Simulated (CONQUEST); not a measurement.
Pb:

```xyz
2
Lattice="3.5002 0.0000 0.0000 0.0000 3.5002 0.0000 0.0000 0.0000 4.9500" Properties=species:S:1:pos:R:3 pbc="T T T"
Pb    0.0000    0.0000    0.0000
Pb    1.7501    1.7501    2.4750
```

| Property | Result |
| --- | --- |
| Program | CONQUEST 1.3 |
| Task | single point |
| Functional | PBE |
| Potentials or basis | PseudoDojo NC PBE, SZP, grid cutoff 120 Ha |
| k mesh | 8 × 8 × 6 |
| Occupations | fermi-dirac, width 0.05 eV |
| Spin | no spin polarisation |

On this cell: pressure 4.1 GPa; largest force zero by symmetry; band gap on the k mesh none (metal or under the smearing width).

The same run follows on a disturbed copy (atoms of the box moved at random, drawn with an rms of 0.05 Å):

```xyz
2
Lattice="3.5002 0.0000 0.0000 0.0000 3.5002 0.0000 0.0000 0.0000 4.9500" Properties=species:S:1:pos:R:3 pbc="T T T"
Pb    0.0318    0.0348    0.0262
Pb    1.7495    1.7555    2.4647
```

What does the disturbed cell give?

The energy (extrapolated to zero smearing) moves by +1.3 meV/atom; pressure 4.2 GPa; largest force 0.120 eV/Å; band gap on the k mesh none (metal or under the smearing width).

Forces on the atoms (eV/Å):
```
Pb  -0.028 -0.027 -0.114
Pb   0.033  0.034  0.111
```

Caveats: the atomic basis is small; the basis of atomic orbitals isn't converged, which shifts pressures, moduli and gaps; the box holds several primitive cells, so bands are folded and the points are those of the box's own zone (some runs); the real-space grid breaks the cell's symmetry a little (some runs).
